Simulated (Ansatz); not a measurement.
Crystal: TiAl3.

```xyz
4
Lattice="2.8397 0.0000 0.0000 0.0000 4.6813 0.0000 0.0000 0.0000 4.9007" Properties=species:S:1:pos:R:3 pbc="T T T"
Ti    0.0000    2.3406    0.8131
Al    0.0000    0.0000    4.0965
Al    1.4198    0.0000    1.6217
Al    1.4198    2.3406    3.2701
```

The cell comes from a database or a generator and needn't be the stable form of this composition.

Base run:

- Program: Ansatz 0.2.0
- Functional: LDA
- Potentials or basis: all-electron LAPW, scalar-relativistic
- Cutoff: 212 eV (chosen from the basis error)
- Basis error allowed: 0.002 eV/atom
- k mesh: 9 × 6 × 6
- Occupations: fermi-dirac, width 0.05 eV
- Spin: no spin polarisation

Its results: pressure -5.1 GPa; largest force 0.087 eV/Å.

Question: The run is repeated on the same cell with these changes: functional from LDA to PBEsol. What comes out?

Answer: Pressure -2.4 GPa; largest force 0.049 eV/Å.

PBEsol binds less tightly than LDA, so the same cell stands under more pressure.
